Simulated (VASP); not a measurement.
# SrCl2 (Fm-3m) in VASP: further runs

One crystal, SrCl2, is run at these levels: PBE; tasks: single point.

All numbers are computed with VASP 6.6.1; they aren't measurements. Logs are shortened: lines on timing, memory, paths and dates and some standing lists are left out, and cuts for length are marked.

### 1 The crystal as given

It takes space group Fm-3m (No. 225, cubic). The conventional cell has a = 6.977 Å, b = 6.977 Å, c = 6.977 Å, α = 90.00°, β = 90.00°, γ = 90.00°. Sr (site symmetry m-3m) has 8 Cl at 3.02 Å as nearest neighbours. Cl (site symmetry -43m) is surrounded by 4 Sr at 3.02 Å.

### 2 Single point, PBE

Contents of INCAR:

```
SYSTEM = SrCl2
ADDGRID = .False. ; ALGO = Normal
EDIFF = 1E-6 ; ENCUT = 550
GGA = PE ; ISIF = 2
ISMEAR = 0 ; LASPH = .True.
LCHARG = .False. ; LREAL = .False.
LWAVE = .False. ; NBANDS = 19
NELM = 100 ; PREC = Low
SIGMA = 0.05
```

Contents of KPOINTS:

```
k-points
0
Gamma
  8 8 8
  0 0 0
```

Contents of POSCAR:

```
SrCl2
1.0
    0.0000000000      3.4883500000      3.4883500000
    3.4883500000      0.0000000000      3.4883500000
    3.4883500000      3.4883500000      0.0000000000
Sr Cl
1 2
Direct
    0.0000000000      0.0000000000      0.0000000000
    0.7500000000      0.7500000000      0.7500000000
    0.2500000000      0.2500000000      0.2500000000
```

Potentials or basis: VASP PAW PBE potentials, release 64 (Sr_sv, Cl).

Run with:

```bash
cat potpaw_PBE.64/Sr_sv/POTCAR potpaw_PBE.64/Cl/POTCAR > POTCAR
mpirun -np 1 vasp_std > vasp.out
```

OUTCAR:

```text
SYSTEM = SrCl2
   EDIFF = 1E-6
   ENCUT = 550
   GGA = PE
   ISIF = 2
   ISMEAR = 0
   LASPH = .True.
   LREAL = .False.
   NELM = 100
   PREC = Low

 Found     29 irreducible k-points:

 Following reciprocal coordinates:
            Coordinates               Weight
  0.000000  0.000000  0.000000      1.000000
  0.125000  0.000000  0.000000      8.000000
  0.250000  0.000000  0.000000      8.000000
  0.375000  0.000000  0.000000      8.000000
  0.500000  0.000000  0.000000      4.000000
  0.125000  0.125000  0.000000      6.000000
   k-points           NKPTS =     29   k-points in BZ     NKDIM =     29   number of bands    NBANDS=     19
   number of dos      NEDOS =    301   number of ions     NIONS =      3
   total plane-waves  NPLWV =  21952
   dimension x,y,z NGX =    28 NGY =   28 NGZ =   28
   dimension x,y,z NGXF=    28 NGYF=   28 NGZF=   28
   ions per type =               1   2
   NGX,Y,Z   is equivalent  to a cutoff of   9.44,  9.44,  9.44 a.u.
   NGXF,Y,Z  is equivalent  to a cutoff of   9.44,  9.44,  9.44 a.u.
 SYSTEM =  SrCl2
   PREC   = low       normal or accurate (medium, high low for compatibility)
   ISTART =      0    job   : 0-new  1-cont  2-samecut
   ICHARG =      2    charge: 1-file 2-atom 10-const
   ISPIN  =      1    spin polarized calculation?
   LNONCOLLINEAR =      F non collinear calculations
   LSORBIT =      F    spin-orbit coupling
   LASPH  =      T    aspherical Exc in radial PAW
   ENCUT  =  550.0 eV  40.42 Ry    6.36 a.u.   9.43  9.43  9.43*2*pi/ulx,y,z
   NELM   =    100;   NELMIN=  2; NELMDL= -5     # of ELM steps
   EDIFF  = 0.1E-05   stopping-criterion for ELM
   LREAL  =      F    real-space projection
   EDIFFG = 0.1E-04   stopping-criterion for IOM
   NSW    =      0    number of steps for IOM
   IBRION =     -1    ionic relax: 0-MD 1-quasi-New 2-CG
   NFREE  =      0    steps in history (QN), initial steepest desc. (CG)
   ISIF   =      2    stress and relaxation
   ISYM   =      2    0-nonsym 1-usesym 2-fastsym
   POTIM  = 0.5000    time-step for ionic-motion
   TEBEG  =    0.0;   TEEND  =   0.0 temperature during run
   PSTRESS=    0.0 pullay stress
   NELECT =      24.0000    total number of electrons
   NUPDOWN=      -1.0000    fix difference up-down
   EMIN   =  10.00;   EMAX   =-10.00  energy-range for DOS
   EFERMI =   0.00;   METHOD = LEGACY
   ISMEAR =     0;   SIGMA  =   0.05  broadening in eV -4-tet -1-fermi 0-gaus
   EFERMI_NEDOS =   21; number of points for ismear=-14 and -15
   IALGO  =     38    algorithm
   IMIX   =      4    mixing-type and parameters
     AMIX     =   0.40;   BMIX     =  1.00
     AMIX_MAG =   1.60;   BMIX_MAG =  1.00
  volume/ion in A,a.u.               =      28.30       190.97
  Fermi-wavevector in a.u.,A,eV,Ry     =   1.074439  2.030396 15.706833  1.154420
  Thomas-Fermi vector in A             =   2.210267
   LORBIT       =      0    0 simple, 1 ext, 2 COOP (PROOUT), +10 PAW based schemes
   GGA     = PE    functional components
   LHFCALC =     F    Hartree Fock is set to
   AEXX    =    0.0000 exact exchange contribution
   IVDW    =     0    specifies the selected vdW correction
   LEPSILON=     F    determine dielectric tensor
   LRPA    =     F    only Hartree local field effects (RPA)
 non-spin polarized calculation
 Gauss-broadening in eV      SIGMA  =   0.05
  energy-cutoff  :      550.00
  volume of cell :       84.90
 maximum number of plane-waves:      2514
   NGX = 19   NGY = 19   NGZ = 19

 number of electron      24.0000279 magnetization

 Free energy of the ion-electron system (eV)
  ---------------------------------------------------
  ext. energy  EPLUGINS =         0.00000000
  ---------------------------------------------------
  free energy    TOTEN  =       -12.78243977 eV

  energy without entropy =      -12.78243977  energy(sigma->0) =      -12.78243977

 E-fermi :   0.3814     XC(G=0):  -8.2828

 val. band max:        0.1527571094   @ k =   0.5000   0.5000   0.0000
 cond. band min:       5.4909226980   @ k =   0.0000   0.0000   0.0000
 fundamental gap:      5.3381655886
 Fermi energy:         0.3814344945

 k-point     1 :       0.0000    0.0000    0.0000
  band No.  band energies     occupation
      1     -32.7346      2.00000
      2     -14.7265      2.00000
      3     -14.7264      2.00000
      4     -14.7264      2.00000
      5     -13.1521      2.00000
      6     -12.3020      2.00000
[... 11 lines left out ...]
     18       9.1885      0.00000
     19       9.4662      0.00000

 k-point     2 :       0.1250    0.0000    0.0000
  band No.  band energies     occupation
      1     -32.7341      2.00000
      2     -14.7796      2.00000
      3     -14.7285      2.00000
      4     -14.7284      2.00000
      5     -13.0614      2.00000
      6     -12.3365      2.00000
[... 11 lines left out ...]
     18       8.9788      0.00000
     19       9.8105      0.00000

 k-point     3 :       0.2500    0.0000    0.0000
  band No.  band energies     occupation
      1     -32.7330      2.00000
      2     -14.8881      2.00000
      3     -14.7334      2.00000
      4     -14.7333      2.00000
      5     -12.8761      2.00000
      6     -12.4017      2.00000
[... 11 lines left out ...]
     18       8.7808      0.00000
     19       9.7656      0.00000

 k-point     4 :       0.3750    0.0000    0.0000
  band No.  band energies     occupation
      1     -32.7318      2.00000
      2     -14.9771      2.00000
      3     -14.7382      2.00000
      4     -14.7382      2.00000
      5     -12.7657      2.00000
      6     -12.4052      2.00000
[... 11 lines left out ...]
     18       8.7413      0.00000
     19       8.9707      0.00000

 k-point     5 :       0.5000    0.0000    0.0000
  band No.  band energies     occupation
      1     -32.7314      2.00000
      2     -15.0099      2.00000
      3     -14.7402      2.00000
      4     -14.7402      2.00000
      5     -12.7536      2.00000
      6     -12.3751      2.00000
[... 11 lines left out ...]
     18       8.7720      0.00000
     19       8.9332      0.00000

 k-point     6 :       0.1250    0.1250    0.0000
  band No.  band energies     occupation
      1     -32.7339      2.00000
      2     -14.7927      2.00000
      3     -14.7313      2.00000
      4     -14.7312      2.00000
      5     -13.0299      2.00000
      6     -12.3492      2.00000
[... 11 lines left out ...]
     18       8.9523      0.00000
     19       9.2693      0.00000

 [... further k-points ...]

------------------------ aborting loop because EDIFF is reached ----------------------------------------

  FORCE on cell =-STRESS in cart. coord.  units (eV):
  Direction    XX          YY          ZZ          XY          YZ          ZX
  --------------------------------------------------------------------------------------
  -------------------------------------------------------------------------------------
  Total        0.5621905      0.5621905      0.5621905      0.0000000      0.0000000      0.0000000
  in kB       10.6097203     10.6097203     10.6097203      0.0000000      0.0000000      0.0000000
  external PRESSURE =      10.6097203 kB  Pullay stress =       0.0000000 kB

 VOLUME and BASIS-vectors are now :
 -----------------------------------------------------------------------------
  energy-cutoff  :      550.00
  volume of cell :       84.90
      direct lattice vectors                 reciprocal lattice vectors
     0.000000000  3.488350000  3.488350000    -0.143334241  0.143334241  0.143334241
     3.488350000  0.000000000  3.488350000     0.143334241 -0.143334241  0.143334241
     3.488350000  3.488350000  0.000000000     0.143334241  0.143334241 -0.143334241

 POSITION                                       TOTAL-FORCE (eV/Angst)
 -----------------------------------------------------------------------------------
      0.00000      0.00000      0.00000         0.000000      0.000000     -0.000000
      5.23252      5.23252      5.23252         0.000000      0.000000      0.000000
      1.74418      1.74418      1.74418        -0.000000     -0.000000     -0.000000
 -----------------------------------------------------------------------------------
    total drift:                               -0.000000     -0.000000     -0.000000

  FREE ENERGIE OF THE ION-ELECTRON SYSTEM (eV)
  ---------------------------------------------------
  free  energy   TOTEN  =       -12.7824397729 eV

  energy  without entropy=      -12.7824397729  energy(sigma->0) =      -12.78243977
```

OSZICAR:

```text
N       E                     dE             d eps       ncg     rms          rms(c)
DAV:   1     0.144644018468E+03    0.14464E+03   -0.11825E+04  1102   0.118E+03
DAV:   2    -0.342318536651E+01   -0.14807E+03   -0.14360E+03  1453   0.224E+02
DAV:   3    -0.127004462438E+02   -0.92773E+01   -0.92468E+01  1418   0.561E+01
DAV:   4    -0.130554530633E+02   -0.35501E+00   -0.35445E+00  1860   0.923E+00
DAV:   5    -0.130588366592E+02   -0.33836E-02   -0.33832E-02  1454   0.912E-01    0.129E+01
DAV:   6    -0.127643116641E+02    0.29452E+00   -0.59046E-01  1286   0.432E+00    0.830E+00
DAV:   7    -0.127741048247E+02   -0.97932E-02   -0.36422E-01  1500   0.363E+00    0.212E+00
DAV:   8    -0.127799867027E+02   -0.58819E-02   -0.54427E-02  1268   0.129E+00    0.406E-01
DAV:   9    -0.127809756872E+02   -0.98898E-03   -0.20036E-03  1410   0.267E-01    0.147E-01
DAV:  10    -0.127823180849E+02   -0.13424E-02   -0.94620E-04  1159   0.181E-01    0.370E-02
DAV:  11    -0.127824170772E+02   -0.98992E-04   -0.66855E-05  1422   0.465E-02    0.421E-02
DAV:  12    -0.127824387849E+02   -0.21708E-04   -0.24133E-05  1192   0.251E-02    0.649E-03
DAV:  13    -0.127824397729E+02   -0.98801E-06   -0.12202E-06  1367   0.639E-03
   1 F= -.12782440E+02 E0= -.12782440E+02  d E =-.136212E-12
```

It took 19 s on 1 thread of Intel Xeon Platinum 8488C (Sapphire Rapids), shared host; peak memory 0.15 GiB.

These settings aren't checked as converged: the numbers below hold their error.

What came out:

```
Free energy            : -12.7824 eV
Pressure               : 1.1 GPa
Band gap on the k mesh : 5.34 eV, indirect (least direct gap 5.51 eV)
```

### 3 Single point, PBE

INCAR is that of step 2.

KPOINTS is that of step 2.

Contents of POSCAR:

```
SrCl2
1.0
    0.0000000000      3.4883500000      3.4883500000
    3.4883500000      0.0000000000      3.4883500000
    3.4883500000      3.4883500000      0.0000000000
Sr Cl
1 2
Direct
    0.0068970000     -0.0112840000      0.0399150000
    0.7604860000      0.7424010000      0.7508940000
    0.2477780000      0.2469560000      0.2707310000
```

Potentials or basis: VASP PAW PBE potentials, release 64 (Sr_sv, Cl).

Run with:

```bash
cat potpaw_PBE.64/Sr_sv/POTCAR potpaw_PBE.64/Cl/POTCAR > POTCAR
mpirun -np 1 vasp_std > vasp.out
```

It took 2.6 min on 1 thread of Intel Xeon Platinum 8488C (Sapphire Rapids), shared host; peak memory 0.45 GiB.

These settings aren't checked as converged: the numbers below hold their error.

Results:

- Free energy: -12.7441 eV
- Pressure: 1.4 GPa
- Largest force: 0.427 eV/Å
- Band gap on the k mesh: 5.31 eV, indirect (least direct gap 5.50 eV)
